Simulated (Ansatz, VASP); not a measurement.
Two plane-wave programs on CrO2

```
Cr O
1.0
     0.00000    2.35086    2.35086
     2.35086    0.00000    2.35086
     2.35086    2.35086    0.00000
Cr O
1 2
Direct
  0.00000 0.00000 0.00000
  0.25000 0.25000 0.25000
  0.75000 0.75000 0.75000
```

Change from the starting cell: volume scaled by 0.96.

Alike in both runs: task single point; functional PBE; k mesh 10 × 10 × 10; occupations fermi-dirac, width 0.05 eV; collinear spin, ferromagnetic start.

|  | VASP | Ansatz |
| --- | --- | --- |
| version | VASP 6.6.1 | Ansatz 0.2.0 |
| potentials or method | VASP PAW PBE potentials, release 64 (Cr_pv, O) | Ansatz PAW |
| plane-wave cutoff (eV) | 520 | 420 |
| valence electrons in the cell | 24 | 26 |

Ansatz gave:

| Quantity | Value |
| --- | --- |
| gap on the k mesh at the Fermi level (eV) | 0.56 |
| least direct gap on the mesh (eV) | 0.58 |
| pressure (GPa) | 1.1 |
| net moment per atom (μB) | 0.67 |
| size of the moment on the site where the two differ most (μB) | 1.87 |

**Question.** Estimate VASP's values.

**Answer.** gap on the k mesh at the Fermi level (eV): 0.51; least direct gap on the mesh (eV): 0.53; pressure (GPa): 1.8; net moment per atom (μB): 0.67; size of the moment on the site where the two differ most (μB): 2.17.

Site moments also hang on the region over which each program counts them. With one functional, cell and mesh, what is left measures potentials, basis and numerics. The two sets of potentials don't hold the same shells in valence.

Caveats: a cell with one magnetic atom can't hold antiferromagnetic order, which such compounds often take; the pressure holds a Pulay correction of +0.9 GPa for the finite cutoff (Ansatz). A k mesh can miss the band edges.
